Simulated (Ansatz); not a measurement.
The system is HgTe.

```
Hg Te
1.0
    -3.04560    3.04560    1.55941
     3.04560   -3.04560    1.55941
     3.04560    3.04560   -1.55941
Hg Te
1 1
Direct
  0.75000 0.25000 0.50000
  0.00000 0.00000 0.00000
```

Measurements of this composition are mostly on another form, of space group No. 216.

```yaml
Program: Ansatz 0.2.0
Task: relaxation of cell and atoms
Functional: r2SCAN
Potentials_or_basis: Ansatz PAW
Cutoff: "500 eV (not typed: the program's choice for these potentials)"
k_mesh: 10 × 10 × 10
Occupations: fermi-dirac, width 0.05 eV
Spin: no spin polarisation
```

At the start: volume 28.93 Å³/atom.

Q: How do energy, volume and symmetry change on relaxing?

A: It ends after 7 steps and the volume is 27.99 Å³/atom (-3.3 %); space group I-4m2 (No. 119, to 0.05 Å).

The path:
| step | energy change (eV) | largest force (eV/Å) | volume (Å³) |
| --- | --- | --- | --- |
| 1 | 0.0000 | 0.0000 | 57.86 |
| 2 | -0.0562 | 0.0000 | 55.91 |
| 3 | -0.0566 | 0.0000 | 56.00 |
| 4 | -0.0653 | 0.0000 | 56.22 |
| 5 | -0.0656 | 0.0000 | 55.81 |
| 6 | -0.0657 | 0.0000 | 55.97 |
| 7 | -0.0654 | 0.0000 | 55.97 |

Final structure:
```yaml
crystal:
  lattice:
    - [-2.93178, 2.93178, 1.62792]
    - [2.93178, -2.93178, 1.62792]
    - [2.93178, 2.93178, -1.62792]
  atoms:
    - { symbol: Hg, position: [0.75000, 0.25000, 0.50000] }
    - { symbol: Te, position: [0.00000, 0.00000, 0.00000] }
```

Caveat: the plane-wave basis is chosen anew once the cell has moved, so the energies of steps on either side of that aren't comparable; the PAW data sets come from PBE, with cores solved anew for the run's functional, which leaves a small shift of forces and pressure.
